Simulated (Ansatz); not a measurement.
The system is BaH2.

```
CELL_PARAMETERS angstrom
4.46203 0.00000 0.00000
-2.23101 3.86423 0.00000
0.00000 0.00000 6.05529
ATOMIC_POSITIONS crystal
Ba 0.33333 0.66667 0.25000
Ba 0.66667 0.33333 0.75000
H 0.00000 0.00000 0.00000
H 0.00000 0.00000 0.50000
H 0.66667 0.33333 0.25000
H 0.33333 0.66667 0.75000
```

The cell comes from a database or a generator and needn't be the stable form of this composition.

- Program: Ansatz 0.2.0
- Task: single point
- Functional: PBEsol
- Potentials or basis: Ansatz PAW
- Cutoff: 420 eV (not typed: the program's choice for these potentials)
- k mesh: 7 × 7 × 5
- Occupations: fermi-dirac, width 0.05 eV
- Spin: no spin polarisation

On this cell: pressure -2.3 GPa; largest force under 0.003 eV/Å; band gap on the k mesh 1.78 eV, indirect (least direct gap 2.65 eV).

The same run follows on a disturbed copy (atoms moved at random, drawn with an rms of 0.05 Å):

```
CELL_PARAMETERS angstrom
4.46203 0.00000 0.00000
-2.23101 3.86423 0.00000
0.00000 0.00000 6.05529
ATOMIC_POSITIONS crystal
Ba 0.33096 0.66817 0.25348
Ba 0.66834 0.33550 0.75552
H 0.99525 0.99406 0.99873
H 0.99374 0.99517 0.49997
H 0.66771 0.33421 0.25824
H 0.32475 0.64893 0.74858
```

**Question.** What does the disturbed cell give?

**Answer.** The energy moves by +1.7 meV/atom; pressure -2.3 GPa; largest force 0.195 eV/Å; band gap on the k mesh 1.77 eV, indirect (least direct gap 2.65 eV).

Forces on the atoms (eV/Å):
```
Ba   0.051 -0.025  0.045
Ba  -0.018 -0.157 -0.098
H    0.006  0.001  0.038
H    0.012 -0.002  0.024
H   -0.043 -0.011 -0.026
H   -0.008  0.195  0.017
```

Stress tensor (GPa, compression positive):
```
-2.10  0.13  0.00
 0.13 -2.52  0.00
 0.00  0.00 -2.28
```

Caveats: odd divisions of the mesh miss points on the zone boundary, where band edges often lie, so the gap on the mesh can be too wide; spin-orbit coupling is left out, which moves the levels of the heavy elements; the PAW data sets come from PBE, with cores solved anew for the run's functional, which leaves a small shift of forces and pressure.

A k mesh can miss the band edges.
